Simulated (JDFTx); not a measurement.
CoO in JDFTx: convergence with smearing width

Crystal: CoO.

```
Co O
1.0
     1.50547    0.86918    2.43993
    -1.50547    0.86918    2.43993
     0.00000   -1.73837    2.43993
Co O
1 1
Direct
  0.00000 0.00000 0.00000
  0.50000 0.50000 0.50000
```

The cell is a database's computed one.

```yaml
Program: JDFTx 1.7.0 (patched build)
Task: convergence study
Functional: PBE
Potentials_or_basis: PseudoDojo-SR-PBE-0.5-stringent with smoothed tails
Cutoff: 1415 eV
Density_cutoff: 11320 eV
k_mesh: 7 × 7 × 7
Occupations: fermi-dirac, width 0.3 eV
Spin: collinear spin, ferromagnetic start
Starting_moments: "[2.0, 0.0] μB"
```

These are the settings of the first run; the series varies smearing width, with any setting tied to it.

Hardware: 1 thread of Arm Neoverse V2 (shared host).

| smearing width | energy less the tightest run, at zero smearing (meV/atom) | pressure (GPa) | absolute moment (μB) | SCF cycles | CPU time (s) | peak memory (GiB) |
| --- | --- | --- | --- | --- | --- | --- |
| 0.3 eV | -34.18 | -0.14 | 2.72 | 11 | 200 | 0.21 |
| 0.2 eV | -17.40 | -0.24 | 2.83 | 11 | 190 | 0.2 |
| 0.15 eV | -8.66 | -0.26 | 2.88 | 11 | 190 | 0.2 |
| 0.1 eV | -1.62 | -0.23 | 2.93 | 12 | 220 | 0.21 |
| 0.05 eV | 0.57 | -0.03 | 3.00 | 11 | 210 | 0.2 |
| 0.025 eV | 0.11 | -0.01 | 3.02 | 11 | 200 | 0.2 |
| 0.01 eV | 0.00 | -0.05 | 3.02 | 11 | 210 | 0.2 |

Against the tightest run, the energy stays within 1 meV/atom from 0.05 eV on; the pressure stays within 0.1 GPa from 0.05 eV on; the absolute moment stays within 0.02 μB from 0.025 eV on. Narrower smearing needs a denser k mesh, so at a fixed mesh the narrowest width isn't the most accurate. The tightest run that finished is the yardstick and may itself not be fully converged.

Caveat, for the tightest run too: the k mesh is coarse (spacing up to 0.37 Å⁻¹), so the values aren't converged; a cell with one magnetic atom can't hold antiferromagnetic order, which such compounds often take.
